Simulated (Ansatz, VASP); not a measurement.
One calculation of CuO, two programs

Contents of INCAR:

```
SYSTEM = CuO
ALGO     = Normal         ! electronic algorithm
EDIFF    = 1E-6           ! SCF threshold, eV
ENCUT    = 520            ! plane-wave cutoff, eV
GGA      = PE             ! functional
ISIF     = 2              ! what is computed and relaxed
ISMEAR   = 0              ! smearing method
LASPH    = .TRUE.         ! aspherical terms in the spheres
LCHARG   = .FALSE.        ! write CHGCAR
LREAL    = .FALSE.        ! projectors in reciprocal space
LWAVE    = .FALSE.        ! write WAVECAR
NBANDS   = 16             ! bands
NELM     = 60             ! most SCF steps
PREC     = Accurate       ! precision mode
SIGMA    = 0.15           ! smearing width, eV
```

Contents of KPOINTS:

```
k-points
0
G
  20 20 20
  0 0 0
```

POSCAR

```
CuO
1.0
    0.0000000000      2.1165600000      2.1165600000
    2.1165600000      0.0000000000      2.1165600000
    2.1165600000      2.1165600000      0.0000000000
Cu O
1 1
Direct
    0.0000000000      0.0000000000      0.0000000000
    0.5000000000      0.5000000000      0.5000000000
```

Input for Ansatz:

```yaml
crystal:
  lattice:
    - [0.0, 2.11656, 2.11656]
    - [2.11656, 0.0, 2.11656]
    - [2.11656, 2.11656, 0.0]
  atoms:
    - { symbol: Cu, position: [0.0, 0.0, 0.0] }
    - { symbol: O, position: [0.5, 0.5, 0.5] }
basis:
  ecutwfc: 420
kpoints:
  mp_grid: { grid: [20, 20, 20] }
hamiltonian:
  xc: pbe
scf:
  occupations: { method: gaussian, width: 0.15 }
output:
  forces: true
  stress: true
  eigenvalues: true
```

Measurements of this composition are mostly on another form, of space group No. 15.

Alike in both runs: task single point; functional PBE; k mesh 20 × 20 × 20; occupations gaussian, width 0.15 eV; no spin polarisation.

```csv
,VASP,Ansatz
version,VASP 6.6.1,Ansatz 0.2.0
potentials or method,"VASP PAW PBE potentials, release 64 (Cu, O)","scalar-relativistic, plane waves, PAW"
plane-wave cutoff (eV),520,420
valence electrons in the cell,17,25
```

|  | VASP | Ansatz | Ansatz less VASP |
| --- | --- | --- | --- |
| gap on the k mesh at the Fermi level (eV) | none | none | - |
| pressure (GPa) | 1.7 | 1.5 | -0.26 |

A gap of «none» marks a metal or a gap that the smearing closes. The two sets of potentials don't hold the same shells in valence.

Caveats: an odd number of electrons without spin polarisation forces a metal; a magnetic or distorted state may lie lower; the run has no spin polarisation, though such a crystal can be magnetic; semilocal functionals often make such compounds metallic where correlation or magnetic order opens a gap, which also shifts bond lengths.
